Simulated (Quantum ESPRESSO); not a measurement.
Runs of Quantum ESPRESSO 7.5 on MgO. The structure is cubic, space group Fm-3m (No. 225). Conventional cell: a = 4.194 Å, b = 4.194 Å, c = 4.194 Å, α = 90.00°, β = 90.00°, γ = 90.00°. Mg (site symmetry m-3m) has 6 O at 2.10 Å as nearest neighbours. O (site symmetry m-3m) has 6 Mg at 2.10 Å as nearest neighbours. The cell is a database's computed one.

```csv
task,level,potentials or basis,cell,k mesh,cutoff (eV),smearing,nosym,noinv,dos occupations,most ionic steps,forc conv thr,gap on the mesh (eV),pressure (GPa)
optical spectrum,vdW-DF-cx,SG15 PBE 1.2,as given,11 × 11 × 11,952,methfessel-paxton 0.05 eV,yes,yes,-,-,-,5.00,-
projected density of states,PBEsol,PseudoDojo 0.4.1 SR LDA stringent,as given,11 × 11 × 11,1252,gaussian 0.05 eV,-,-,tetrahedra_opt,-,-,4.93,1.6
relaxation of cell and atoms,PBEsol+D3(BJ),GBRV 1.5 PBEsol,relaxed to 0.3 kbar,11 × 11 × 11,612,fermi-dirac 0.05 eV,-,-,-,40,0.0004 Ry/bohr,(a),0.0
projected density of states,revPBE+D3(BJ),PseudoDojo 0.4.1 SR PBE standard,"atoms moved at random, drawn with an rms of 0.05 Å",9 × 9 × 9,1143,fermi-dirac 0.05 eV,-,-,tetrahedra_opt,-,-,5.03,1.5
single point,PBEsol,Ansatz NC SR PBE,as given,11 × 11 × 11,1238,fixed,-,-,-,-,-,(b),2.8
```

Alike in all rows: no spin polarisation.

Problem. Fill in the values left out.

Solution. (a) 4.86; (b) 4.72.

Caveats: the potentials were made for another functional, which shifts forces and pressure (some runs); the program leaves the non-local potential out of the optical matrix elements, which shifts intensities by tens of percent (some runs); this smearing can shift energies of a crystal with a gap (some runs); spectra need much finer meshes, so this one isn't converged (some runs); independent-particle spectra lack excitons (some runs).

